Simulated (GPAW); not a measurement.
SiC (Moissanite):

```
Si C
1.0
     3.07600    0.00000    0.00000
    -1.53800    2.66389    0.00000
     0.00000    0.00000    5.04800
Si C
2 2
Cartesian
  1.5380 0.8880 2.5240
  0.0000 1.7759 0.0000
  1.5380 0.8880 4.4675
  0.0000 1.7759 1.9435
```

Program: GPAW 26.7.0. Alike in all runs: no spin polarisation; cell as given.

Q: Order these runs on this cell by their band gap on the k mesh, lowest first.
A. level PBEsol; potentials or basis PAW data sets generated in the run's folder for this functional, pw; k mesh 5 × 5 × 3; cutoff (eV) 680; smearing fermi-dirac 0.01 eV; mesh quality coarse
B. level PBEsol; potentials or basis PAW data sets generated in the run's folder for this functional, pw; k mesh 6 × 6 × 3; cutoff (eV) 680; smearing fermi-dirac 0.01 eV; mesh quality coarse
C. level TB-mBJ; potentials or basis GPAW PAW data sets for LDA (gpaw-data 1.2.1), pw; k mesh 7 × 7 × 4; cutoff (eV) 800; smearing fermi-dirac 0.05 eV; mesh quality not flagged

A: B (2.16 eV), A (2.68 eV), C (3.62 eV).

Caveats: some runs use coarse meshes; an odd mesh through Γ misses points on the zone boundary, where band edges often lie; a model potential gives levels but no total energy (some runs).

Not every run made on this cell is shown here.
